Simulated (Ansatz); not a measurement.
We consider rutile RuO2, described by revPBE (plane waves, PAW; Ansatz, a first-principles code).

Numerical settings: plane-wave cutoff 520 eV, 12×12×18 k mesh (along the axes of the cell as run), Fermi–Dirac smearing 0.05 eV, no spin polarisation, scalar-relativistic PAW data made under PBE.

The cell is scaled about its equilibrium volume:

Shape and atoms are relaxed at each volume.

| V (Å³/atom) | P (GPa) | c (Å) | a (Å) |
|---|---|---|---|
| 10.370 | 10.67 | 3.105 | 4.477 |
| 10.586 | 5.03 | 3.116 | 4.514 |
| 10.802 | 0.00 | 3.128 | 4.552 |
| 11.018 | -4.48 | 3.140 | 4.588 |
| 11.234 | -8.45 | 3.151 | 4.625 |

Note: the bulk modulus comes from volumes at which shape and atoms were relaxed.
